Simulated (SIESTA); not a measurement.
The system is InSe.

```xyz
4
Lattice="2.0000 1.1547 8.4400 -2.0000 1.1547 8.4400 0.0000 -2.3094 8.4400" Properties=species:S:1:pos:R:3 pbc="T T T"
In    0.0000    0.0000   22.4994
In    0.0000    0.0000    0.0000
Se    0.0000    0.0000    4.3525
Se    0.0000    0.0000    9.7102
```

Base run:

| Property | Result |
| --- | --- |
| Program | SIESTA 5.4.2 |
| Functional | RGE2 |
| Potentials or basis | PseudoDojo 0.4 standard (PBE files) |
| Basis | DZP (energy shift 0.002 Ry; radii capped at 9.5 bohr) |
| Grid cutoff | 500 Ry |
| Energy shift | 0.002 Ry |
| k mesh | 8 × 8 × 8 |
| Occupations | fermi-dirac, width 0.05 eV |
| Spin | no spin polarisation |

Its results: band gap on the k mesh 0.40 eV, direct; pressure 3.0 GPa; largest force 0.637 eV/Å.

The run is repeated on the same cell with these changes: functional from RGE2 to PBE; basis from DZP (energy shift 0.002 Ry; radii capped at 9.5 bohr) to TZ (energy shift 0.002 Ry; radii capped at 9.5 bohr). What comes out?

Band gap on the k mesh 0.32 eV, direct; pressure 4.2 GPa; largest force 0.705 eV/Å.

Several settings changed at once, so the effect can't be laid on one alone.

Caveats: semicore shells carry a single zeta, which can move pressures by several GPa and volumes by a few percent; spin-orbit coupling is left out, which moves the levels of the heavy elements; the basis of atomic orbitals isn't converged, which shifts pressures, moduli and gaps; the potentials were made for another functional, which shifts forces and pressure (some runs); the basis has no polarisation orbitals (some runs).
